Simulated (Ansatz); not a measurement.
Runs of Ansatz 0.2.0 on ZnCu2SnS4. It takes space group I-4 (No. 82, tetragonal). The conventional cell has a = 5.434 Å, b = 5.434 Å, c = 10.850 Å, α = 90.00°, β = 90.00°, γ = 90.00°. Around Sn (site symmetry -4) lie 4 S at 2.41 Å. Zn (site symmetry -4) is surrounded by 4 S at 2.33 Å. Around Cu (site symmetry -4) lie 4 S at 2.33 Å. Cu (site symmetry -4) has 4 S at 2.33 Å as nearest neighbours. S (site symmetry 1) is surrounded by 1 Zn at 2.33 Å and 2 Cu at 2.33 Å and 1 Sn at 2.41 Å. 

```tsv
cell	target pressure (GPa)	gap on the mesh (eV)	pressure (GPa)	largest force (eV/Å)
relaxed to 2 GPa	2	(a)	2.0	0.01
relaxed to 10 GPa	10	0.39	10.0	-
relaxed to 20 GPa	20	(b)	20.0	-
relaxed	0	0.11	0.0	0.01
relaxed to 30 GPa	30	0.77	30.0	-
relaxed to 5 GPa	5	0.26	5.0	-
```

Alike in all rows: task relaxation of cell and atoms; level PBEsol; potentials or basis Ansatz PAW; no spin polarisation; k mesh 7 × 7 × 7; cutoff (eV) 420; smearing fermi-dirac 0.05 eV.

**Question.** Estimate the missing entries.

**Answer.** (a) 0.17; (b) 0.60.

Caveats: odd divisions of the mesh miss points on the zone boundary, where band edges often lie, so the gap on the mesh can be too wide; the plane-wave basis is chosen anew once the cell has moved, so the energies of steps on either side of that aren't comparable; spin-orbit coupling is left out, which moves the levels of the heavy elements; the PAW data sets come from PBE, with cores solved anew for the run's functional, which leaves a small shift of forces and pressure.

A k mesh can miss the band edges, and the runs leave out spin-orbit coupling on Sn.
